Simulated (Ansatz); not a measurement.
## Si: do energies and stresses tell the same story?

Level of theory: DFT PBE, scalar-relativistic, plane waves, PAW in Ansatz 0.2.0.

Settings: cutoff 420 eV, Γ-centred mesh 10×10×10 on the computed 2-atom cell, Gaussian smearing of 0.02 eV; no spin polarisation.

Relaxed cell: Fd-3m, a = 5.470 Å, b = 5.470 Å, c = 5.470 Å, α = 90.00°, β = 90.00°, γ = 90.00°, 2 atoms in the primitive cell.

Energies at zero smearing and pressures from the stress tensor, at volumes with shape and atoms relaxed:
```json
{"V (Å³/atom)": "18.000", "E − E(first) (meV/atom)": "0.00", "P (GPa)": "14.91"}
{"V (Å³/atom)": "18.614", "E − E(first) (meV/atom)": "-47.99", "P (GPa)": "10.27"}
{"V (Å³/atom)": "19.228", "E − E(first) (meV/atom)": "-79.53", "P (GPa)": "6.30"}
{"V (Å³/atom)": "19.841", "E − E(first) (meV/atom)": "-97.02", "P (GPa)": "2.92"}
{"V (Å³/atom)": "20.455", "E − E(first) (meV/atom)": "-102.51", "P (GPa)": "0.03"}
{"V (Å³/atom)": "21.068", "E − E(first) (meV/atom)": "-97.77", "P (GPa)": "-2.44"}
{"V (Å³/atom)": "21.682", "E − E(first) (meV/atom)": "-84.31", "P (GPa)": "-4.54"}
{"V (Å³/atom)": "22.500", "E − E(first) (meV/atom)": "-55.03", "P (GPa)": "-6.85"}
```

Problem. Check P = −dE/dV between neighbouring volumes, and get the bulk modulus from the pressures alone.

Solution. With 1 eV/Å³ = 160.2 GPa:
```
middle V (Å³/atom)  −ΔE/ΔV (GPa) mean P (GPa)
            18.307        12.530        12.590
            18.921         8.236         8.287
            19.534         4.567         4.611
            20.148         1.433         1.472
            20.762        -1.237        -1.206
            21.375        -3.515        -3.487
            22.091        -5.733        -5.691
```

The two differ by 0.06 GPa at most. The mean of two end pressures misses the average over a step by about ΔV² P″/12, up to 0.06 GPa here; with that taken off 0.00 GPa remains. Around V = 20.455 Å³/atom, the two neighbours give B = −V ΔP/ΔV = 20.455 × 5.36 / 1.227 = 89.3 GPa, against B0 = 88.6 GPa from the Birch–Murnaghan fit of the energies.